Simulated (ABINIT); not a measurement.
# NbP: optical spectrum with LDA

The system is NbP.

```
Nb P
1.0
    -1.67492    1.67492    5.74011
     1.67492   -1.67492    5.74011
     1.67492    1.67492   -5.74011
Nb P
2 2
Cartesian
  1.6749 0.0000 2.8687
  0.0000 0.0000 5.7387
  0.0000 1.6749 3.8200
  0.0000 0.0000 0.9500
```

The cell is a database's computed one.

- Program: ABINIT 10.8.3 (patched build)
- Task: optical spectrum
- Functional: LDA
- Potentials or basis: HGH LDA
- Cutoff: 490 eV
- k mesh: 12 × 12 × 12
- Occupations: fermi-dirac, width 0.05 eV
- Spin: no spin polarisation
- Bands in the sums: 18
- Broadening (eV): 0.05
- Scissor shift (eV): 0
- Tensor components: [11, 33]

```json
{"Pressure": "-10.7 GPa", "Largest force": "0.017 eV/Å", "Band gap on the k mesh": "none (metal or under the smearing width)"}
```

Forces on the atoms (eV/Å):
```
Nb   0.000  0.000  0.017
Nb   0.000  0.000  0.017
P    0.000  0.000 -0.017
P    0.000  0.000 -0.017
```

Dielectric function (mean over the directions given):
```csv
energy (eV),real part,imaginary part
0.33,17.16,86.21
1.31,4.19,28.45
2.29,3.08,18.48
3.37,2.41,13.79
4.35,3.37,12.86
5.44,-0.42,12.87
6.42,-4.18,9.80
7.51,-5.61,6.72
8.49,-4.34,4.99
9.58,-3.19,4.11
10.56,-3.18,2.84
11.65,-2.86,1.80
12.63,-2.56,1.05
13.71,-1.99,0.52
14.69,-1.48,0.20
15.78,-0.98,0.07
16.76,-0.68,0.03
17.85,-0.40,0.03
18.83,-0.23,0.02
19.92,-0.08,0.02
```

Wall time 6.2 min on 1 thread of Intel(R) Xeon(R) 6975P-C (Granite Rapids), with other jobs on the host, peak memory 1.1 GiB.

Caveat: the intraband (Drude) term is left out; spectra need much finer meshes, so this one isn't converged; independent-particle spectra lack excitons; HGH potentials are hard and often keep d shells in the core, so these values are rough.
